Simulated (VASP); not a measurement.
# InAs: single point with PBEsol+D3(BJ)

**What was measured.**

From a printed reference work, data compilation, for a bulk crystal of InAs at 4.2 K: band gap 0.418 eV (direct).

InAs:

```
CELL_PARAMETERS angstrom
0.00000 2.99774 2.99774
2.99774 0.00000 2.99774
2.99774 2.99774 0.00000
ATOMIC_POSITIONS crystal
In 0.00000 0.00000 0.00000
As 0.75000 0.75000 0.75000
```

```json
{"Program": "VASP 6.6.1", "Task": "single point", "Functional": "PBEsol", "Dispersion": "D3(BJ)", "Potentials or basis": "VASP PAW PBE potentials, release 64 (In_d, As)", "Cutoff": "520 eV", "k mesh": "8 × 8 × 8", "Occupations": "gaussian, width 0.01 eV", "Spin": "no spin polarisation"}
```

The pressure is 1.0 GPa. The band gap on the k mesh is zero (filled and empty bands touch) and the dispersion energy per atom is -0.324 eV.

Levels at points of the mesh, in eV from the Fermi level:
```
           k point  band 5  band 6  band 7  band 8  band 9  band 10  band 11  band 12  band 13  band 14
(0.00, 0.00, 0.00)  -14.25  -12.06   -0.16    0.00    0.00     0.00     3.86     3.86     3.86     7.41
(0.50, 0.00, 0.00)  -14.25  -10.49   -5.95   -1.04   -1.04     0.93     4.63     4.63     6.74     9.04
(0.50, 0.50, 0.00)  -14.23   -9.92   -6.00   -2.44   -2.44     1.39     1.98     9.24     9.40     9.40
```

Run time: 29 s on 1 thread of AMD EPYC 7R13, with other jobs on the host, peak memory 0.16 GiB.

Against the measured gap of InAs, 0.418 eV (direct; 4.2 K; a printed reference work, data compilation), the calculated 0.00 eV is off by -0.42 eV. Spin-orbit coupling on As, In is left out. The value is that of PBEsol+D3(BJ) on a finite k mesh, which can miss the band edges, without temperature or zero-point motion. Semilocal functionals fall short of measured gaps as a rule.

Caveat: three body term missing; the PAW data sets were made with another functional, which shifts forces and pressure a little; spin-orbit coupling is left out, which moves the levels of the heavy elements; pairwise dispersion overbinds metals, which lowers pressure and volume.
